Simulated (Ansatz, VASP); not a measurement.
**One calculation of C, 3 ways**

The starting cell:

```
CELL_PARAMETERS angstrom
0.00000 1.78337 1.78337
1.78337 0.00000 1.78337
1.78337 1.78337 0.00000
ATOMIC_POSITIONS crystal
C 0.75000 0.75000 0.75000
C 0.50000 0.50000 0.50000
```

Alike in all runs: task relaxation of cell and atoms; functional RPBE; dispersion D3(BJ); k mesh 13 × 13 × 13; occupations fermi-dirac, width 0.05 eV; no spin polarisation; no spin-orbit coupling.

```tsv
program and potentials	plane-wave cutoff (eV)	notes	equilibrium volume (Å³/atom)
Ansatz, Ansatz PAW	420	potentials made for PBE, which Ansatz adapts in part	5.53
VASP, PBE PAW files C, 600 eV	600	potentials made for PBE	5.53
Ansatz, all-electron LAPW, scalar-relativistic	-	-	5.53
```

All agree on the equilibrium volume. Some sets were made for another functional than the one run, which can shift their rows. Relaxations stop with a little pressure left, so the last digit of a volume isn't settled.

The functional is the same throughout but for its coding, so the spread measures potentials, basis and numerics; runs on potential files found faulty are left out.
